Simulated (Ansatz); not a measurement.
# Run record: phonons of AgI (P6_3mc)

Level of theory: PBEsol, PAW on Ansatz 0.2.0's default frozen-core files (fitted under PBE), scalar-relativistic.

The cell comes from a PAW relaxation under the same functional.

Launched as:

```sh
ansatz run input.yaml --threads 1 --pin off --max-ram 3072MiB --backend cpu --events-out ev --progress --plain --runs-dir out
```

Input:

```yaml
crystal:
  lattice:
    - [4.55909867543, 0.0, 0.0]
    - [-2.27954933772, 3.94829527128, 0.0]
    - [0.0, 0.0, 7.45393403185]
  atoms:
    - { symbol: Ag, position: [0.666666666667, 0.333333333333, 0.627552579802] }
    - { symbol: Ag, position: [0.333333333333, 0.666666666667, 0.127552579802] }
    - { symbol: I, position: [0.666666666667, 0.333333333333, 0.002447420198] }
    - { symbol: I, position: [0.333333333333, 0.666666666667, 0.502447420198] }
kpoints:
  mp_grid: { grid: [6, 6, 4] }
scf:
  occupations: { method: fixed }
hamiltonian:
  xc: pbesol
  pseudopotentials: { kind: paw }
phonons:
  method: dfpt
  dielectric: true
  rigid_motions: translations
```

Output:

```
Warning: RAYON_NUM_THREADS=1 ignored (pool sized by the plan → 1); use --threads N
Engine: ansatz 0.2.0, aarch64-unknown-linux-gnu
Pseudopotentials: kind: paw
Pseudopotential: Ag, paw, valence charge 19, recommended cutoff 420 eV (normal), Ag.paw.azcp
Pseudopotential: I, paw, valence charge 17, recommended cutoff 420 eV (normal), I.paw.azcp
Functional definition: PBEsol
  exchange = pbesol_x
  correlation = pbesol_c
Crystal: 4 atoms, lattice volume = 134.176 Å³
Basis set: ecut = 420 eV, 2647 PW (Γ), exchange–correlation on 64×64×100 points (8 copies of the dense FFT grid, shifted against one another)
Bands: 44, of which v1, the nominal top of the filled ones, is band 36 counted from 1 (35 counted from 0)
Symmetry: 12 space group operations
k-points: 47 of 144 (irreducible under 2 space group operations, time reversal used)
Non-local potential: Ag, projectors of the file, l = 0: 3, l = 1: 2, l = 2: 2, l = 3: 1
Non-local potential: I, projectors of the file, l = 0: 2, l = 1: 2, l = 2: 2, l = 3: 2
PAW form: soft (Blöchl's): semilocal exchange-correlation on the pseudo side does not see the compensation charge
PAW frozen core: Ag, regenerated for the run's functional, and the local potential with it (the file was generated under x = pbe(κ = 0.804, μ = 0.2195149727645171), c = pbe(β = 0.06672455060314922))
PAW frozen core: I, regenerated for the run's functional, and the local potential with it (the file was generated under x = pbe(κ = 0.804, μ = 0.2195149727645171), c = pbe(β = 0.06672455060314922))
PAW one-centre angular grid: Ag, 590 points (default); XC on 64 Gauss nodes
PAW one-centre angular grid: I, 590 points (default); XC on 64 Gauss nodes
Initial density: superposition of atomic densities (neutral atoms: chi_scale 0, normalization atom), corrected by the library's trained network
Initial wavefunctions: pseudopotential atomic-orbital guess
Functional: x = pbesol(κ = 0.804, μ = 0.12345679012345678), c = pbesol(β = 0.046)
[... 54 lines left out ...]
  ε∞ (high-frequency dielectric tensor):
        5.458169     0.000000     0.000000
        0.000000     5.458169     0.000000
        0.000000     0.000000     5.527972
  ε⁰ (static dielectric tensor: ions relaxed, cell fixed):
        6.903986     0.000000     0.000000
        0.000000     6.903986     0.000000
        0.000000     0.000000     7.119069
  ε⁰ − ε∞ (ionic part):
        1.445817     0.000000    -0.000000
        0.000000     1.445817     0.000000
       -0.000000     0.000000     1.591098
  softest optical mode at Γ: 20.28 cm⁻¹; the repairs (sum rule, projections) moved no ω² at Γ by more than (1.05 cm⁻¹)²
  Born effective charges Z* (e; rows j = field, columns β = displacement):
    site 0:
         1.16231    0.00000    0.00000
         0.00000    1.16231    0.00000
         0.00000    0.00000    1.20331
    site 1:
         1.16231    0.00000   -0.00000
         0.00000    1.16231   -0.00000
        -0.00000   -0.00000    1.20331
    site 2:
        -1.16231   -0.00000   -0.00000
        -0.00000   -1.16231    0.00000
        -0.00000    0.00000   -1.20331
    site 3:
        -1.16231   -0.00000    0.00000
        -0.00000   -1.16231   -0.00000
         0.00000    0.00000   -1.20331
  Z* charge neutrality: 3.534e-3 e pre-enforcement
  solved inside a basis spanned on kpoints, on 10×10×6 k-points, its susceptibility summed on 14×14×8: ε∞ is read to err by 2.2e-2, Z* by 2.2e-2 e (field_mesh: kpoints solves on kpoints); Z* is corrected for what the basis lacks
  optical modes at Γ without the LO–TO term, one row a degenerate level:
      ω (cm⁻¹)  modes    IR ((D/Å)²/amu)
         20.28      2             0.0000
         78.43      1             0.0000
        106.99      1             1.1458
        108.42      2             2.1382
        113.46      2             0.0000
        123.67      1             0.0000
  optical modes at Γ + LO–TO along q̂ = [1.0000, 0.0000, 0.0000]:
      ω (cm⁻¹)  modes    IR ((D/Å)²/amu)
         20.28      2             0.0000
         78.43      1             0.0000
        106.99      1             1.1458
        108.42      1             1.0691
        113.46      2             0.0000
        121.93      1             1.0691
        123.67      1             0.0000
  optical modes at Γ + LO–TO along q̂ = [0.0000, 1.0000, 0.0000]:
      ω (cm⁻¹)  modes    IR ((D/Å)²/amu)
         20.28      2             0.0000
         78.43      1             0.0000
        106.99      1             1.1458
        108.42      1             1.0691
        113.46      2             0.0000
        121.93      1             1.0691
        123.67      1             0.0000
  optical modes at Γ + LO–TO along q̂ = [0.0000, 0.0000, 1.0000]:
      ω (cm⁻¹)  modes    IR ((D/Å)²/amu)
         20.28      2             0.0000
         78.43      1             0.0000
        108.42      2             2.1382
        113.46      2             0.0000
        121.42      1             1.1458
        123.67      1             0.0000
```

The run converged.

### Zone-centre phonons

Harmonic phonons of a crystal by Kohn-Sham DFT at the given cell, standard atomic masses, acoustic sum rule imposed; negative wavenumbers are unstable modes; optical zone-centre levels upwards with Mulliken labels, activity, and the element with most of the kinetic energy.

```
Point group : 6mm
```

```tsv
number	phonon wavenumber (cm⁻¹)	label	infrared	raman	lead element
1	20.3	E2	no	yes	Ag
2	78.4	B1	no	no	Ag
3	107	A1	yes	yes	Ag
4	108.4	E1	yes	yes	Ag
5	113.5	E2	no	yes	I
6	123.7	B1	no	no	I
```

### Field response

Linear response of an insulating crystal by Kohn-Sham DFT to a field and to zone-centre displacements, local fields included; Born charges neutralised; LO modes for wave vectors along x and z; Cartesian axes as in the input.

```
Dielectric electronic (x, y, z)   : 5.458, 5.458, 5.528
Dielectric static (x, y, z)       : 6.904, 6.904, 7.119
Highest phonon with field along x : 123.7 cm⁻¹
Highest phonon with field along z : 123.7 cm⁻¹
Highest phonon without field      : 123.7 cm⁻¹
```

```csv
atom,born charge xx (e),born charge yy (e),born charge zz (e)
Ag1,1.162,1.162,1.203
Ag2,1.162,1.162,1.203
I3,-1.162,-1.162,-1.203
I4,-1.162,-1.162,-1.203
```

Limits of these numbers: frozen-core PAW files fitted under PBE, their cores solved anew for the functional of the run; zone-boundary modes aren't tested; field response not resolved by the mesh; no LO-TO term at the zone centre.

It took 7.7 min on 1 thread of Arm Neoverse V1 (shared host), peak memory 1.3 GiB.
